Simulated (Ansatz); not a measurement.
KCl (wurtzite) (no longer in that coordination), relaxed with r2SCAN: 3 runs in Ansatz 0.2.0, each a calculation of independent-particle optics. The symmetry is P6_3/mmc (No. 194, hexagonal); a = 5.344 Å, c = 6.239 Å in the conventional setting, 38.57 Å³ an atom. K is surrounded by 5 Cl at 3.09–3.12 Å; Cl is surrounded by 5 K at 3.09–3.12 Å. (Calculated; spin-unpolarised; the phase may be known or hypothetical.)

```yaml
crystal:
  lattice:
    - [5.34380, 0.00000, 0.00000]
    - [-2.67190, 4.62787, 0.00000]
    - [0.00000, 0.00000, 6.23917]
  atoms:
    - { symbol: K, position: [0.33333, 0.66667, 0.93750] }
    - { symbol: K, position: [0.66667, 0.33333, 0.43750] }
    - { symbol: Cl, position: [0.33333, 0.66667, 0.43750] }
    - { symbol: Cl, position: [0.66667, 0.33333, 0.93750] }
```

On meshes this coarse, single peaks can be features of the mesh. No local fields, no excitons; the zone sum runs over the cells of the mesh, and ε∞ includes the bands left out of the spectrum. Up to four peaks are listed, those above 15 % of the tallest and inside the complete range; the four can differ from row to row.

```json
{"functional": "PBE", "k mesh": "6×6×4", "broadening (eV)": "0.1", "scissors (eV)": "0.00", "range (eV)": "0–20", "direct gap on the mesh before scissors (eV)": "4.77", "ε∞ xx": "2.26", "ε∞ yy": "2.26", "ε∞ zz": "2.29", "complete up to (eV)": "20.0", "tallest peaks of mean ε₂ (eV)": "7.75 8.85 9.55 10.25"}
{"functional": "r2SCAN", "k mesh": "6×6×4", "broadening (eV)": "0.1", "scissors (eV)": "0.00", "range (eV)": "0–20", "direct gap on the mesh before scissors (eV)": "5.35", "ε∞ xx": "2.15", "ε∞ yy": "2.15", "ε∞ zz": "2.16", "complete up to (eV)": "20.0", "tallest peaks of mean ε₂ (eV)": "9.60 10.35 11.05 11.90"}
{"functional": "PBE", "k mesh": "6×6×4", "broadening (eV)": "0.1", "scissors (eV)": "1.25 (to HSE06)", "range (eV)": "0–20", "direct gap on the mesh before scissors (eV)": "4.77", "ε∞ xx": "2.13", "ε∞ yy": "2.13", "ε∞ zz": "2.15", "complete up to (eV)": "20.0", "tallest peaks of mean ε₂ (eV)": "9.00 10.10 10.80 11.50"}
```
